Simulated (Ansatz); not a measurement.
**TaN: strong compression**

Aim: compress TaN (CsCl type) step by step, far beyond the usual range, and follow pressure and electronic structure. Methods of the runs shown: PAW. Its runs: cell relaxed at zero pressure (PAW); volume scaled by 1 (PAW); volume scaled by 0.88 (PAW and PAW (level accurate)); volume scaled by 0.78 (PAW); volume scaled by 0.68 (PAW); volume scaled by 0.58 (PAW); volume scaled by 0.5 (PAW); volume scaled by 0.43 (PAW and PAW (core large)).

Program: Ansatz 0.2.0. Level of theory: DFT PBE, with the methods named in each step. These are calculated values, not measurements.

**1. The structure to begin with**

The structure is cubic, space group Pm-3m (No. 221). Conventional cell: a = 2.722 Å, b = 2.722 Å, c = 2.722 Å, α = 90.00°, β = 90.00°, γ = 90.00°. Ta (site symmetry m-3m) has 8 N at 2.36 Å in its first shell of neighbours. N (site symmetry m-3m) is surrounded by 8 Ta at 2.36 Å.

Coordinates:

```cif
data_structure
_symmetry_space_group_name_H-M 'P 1'
_symmetry_Int_Tables_number 1
_cell_length_a 2.7220
_cell_length_b 2.7220
_cell_length_c 2.7220
_cell_angle_alpha 90.000
_cell_angle_beta 90.000
_cell_angle_gamma 90.000
_cell_volume 20.17
loop_
_atom_site_label
_atom_site_type_symbol
_atom_site_fract_x
_atom_site_fract_y
_atom_site_fract_z
_atom_site_occupancy
Ta1 Ta 0.00000 0.00000 0.00000 1
N1 N 0.50000 0.50000 0.50000 1
```

Whether this phase is the stable one at these pressures isn't tested.

Atoms are numbered in the order of the input: Ta1, N2.

**2. Cell relaxed at zero pressure, PAW**

Input file input.yaml:

```yaml
crystal:
  lattice:
    - [2.7220233657, 0.0, 0.0]
    - [0.0, 2.7220233657, 0.0]
    - [0.0, 0.0, 2.7220233657]
  atoms:
    - { symbol: Ta, position: [0.0, 0.0, 0.0] }
    - { symbol: "N", position: [0.5, 0.5, 0.5] }
kpoints:
  mp_grid: { grid: [14, 14, 14] }
scf:
  occupations: { method: fermi_dirac, width: 0.05 }
hamiltonian:
  xc: pbe
  pseudopotentials: { kind: paw }
output:
  forces: true
  stress: true
relax:
  f_tol: 0.005
  max_steps: 40
  cell: {}
```

Command:

```bash
$ ansatz run input.yaml --threads 1 --pin off --max-ram 2048MiB --backend cpu --events-out ev --progress --plain --runs-dir out
```

After this run come: Volume scaled by 1, PAW; Volume scaled by 0.88, PAW; Volume scaled by 0.88, PAW (level accurate); Volume scaled by 0.78, PAW; Volume scaled by 0.68, PAW; Volume scaled by 0.58, PAW; Volume scaled by 0.5, PAW; Volume scaled by 0.43, PAW; Volume scaled by 0.43, PAW (core large).

Before running it: what results should come out? Wanted: PAW pressure at 0.43 of the volume; PAW; fitted bulk modulus at zero pressure.

**Answer**, as computed:

| quantity | value |
| --- | --- |
| PAW pressure at 0.43 of the volume | 1591.1 GPa |
| PAW (core large) pressure at 0.43 of the volume | 1591.1 GPa |
| fitted bulk modulus at zero pressure (PAW) | 325 GPa |
| its pressure derivative | 4.12 |

**Reading.** By PAW the pressure climbs to 1591 GPa at 0.43 of the first volume. A third-order Birch-Murnaghan curve fits the range only roughly (B₀ = 325 GPa, B′ = 4.12, misfit at most 11.69 GPa). A fit over so wide a range leans to the high pressures, so B₀ can be off by several per cent. No all-electron run checks these rows here, and frozen cores can fail under such compression. The ions are at rest, and the electrons smeared by 0.05 eV. Spin-orbit coupling is left out, though the cell holds Ta; in elements this heavy it can shift bands and gaps by tenths of an eV.

At pressures up to 1591 GPa the PAW spheres may overlap and frozen cores may not hold, so those PAW values are rough without an all-electron check.
